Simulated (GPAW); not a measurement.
Records of electronic-structure calculations.

```xyz
2
Lattice="0.000 2.310 2.310 2.310 0.000 2.310 2.310 2.310 0.000" Properties=species:S:1:pos:R:3 pbc="T T T" subject="NaF (Villiaumite): G0W0 with GPAW, start to end" method="DFT, PBE, plane waves, PAW (and 1 further level or step)" program="GPAW 26.7.0" settings_of_one_run="cutoff 600 eV, GPAW PAW setups 1.2.1 data release, 6×6×6 k-mesh, nbands 139" cost="4 runs, 72 s in all on 4 MPI ranks of Arm Neoverse V2, shared host (the runs of this entry)" notes="The database entry behind the starting cell differs from later determinations by our own check (0.1 to 0.3 % short, probably kX units). The cell and positions come from the Crystallography Open Database and are kept as given unless a step says otherwise. Bands and cutoff are finite, so the gap is not at the basis limit. The miss can reach some tenths of an eV and take either sign; the mesh is an error of its own." pbe_gap="6.38 eV, direct" g0w0_gap_on_the_mesh="10.54 eV" gw_settings="6×6×6 mesh, 129 bands, screening to 175 eV, Godby-Needs plasmon pole" known_limits="not at the basis limit"
Na    0.000    0.000    0.000
F     2.310    2.310    2.310
```

[Paths, hosts, dates, memory and timing lines, banners, echoed tables and standing remarks are left out of the program output.]

[Logs are printed without paths, hosts, clocks, repeated set-up lines and the standing remarks that a program may print on its own settings, such as how far it seeks lower states.]

[Runs of the session that timed out or met a known fault of the program may be left out.]

[Hosts, paths, dates, database ids (printed as entryN), source tags and the programs' standing remarks are cut or masked in the printed files.]
